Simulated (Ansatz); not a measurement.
Crystal: NaCl.

```
Cl Na
1.0
     0.00000    2.79406    2.79406
     2.79406    0.00000    2.79406
     2.79406    2.79406    0.00000
Cl Na
1 1
Cartesian
  2.7941 2.7941 2.7941
  0.0000 0.0000 0.0000
```

The cell is a database's computed one.

Base run:

```yaml
Program: Ansatz 0.2.0
Functional: PBE
Potentials_or_basis: all-electron LAPW, scalar-relativistic
Cutoff: 169 eV (chosen from the basis error)
Basis_error_allowed: 0.001 eV/atom
k_mesh: 8 × 8 × 8
Occupations: gaussian, width 0.012 eV
Spin: no spin polarisation
```

Its results: band gap on the k mesh 5.22 eV, direct; pressure 1.6 GPa.

The run is repeated on the same cell with these changes: functional from PBE to BLYP; occupations from gaussian, width 0.012 eV to fermi-dirac, width 0.05 eV. What comes out?

Band gap on the k mesh 5.25 eV, direct; pressure 2.5 GPa.
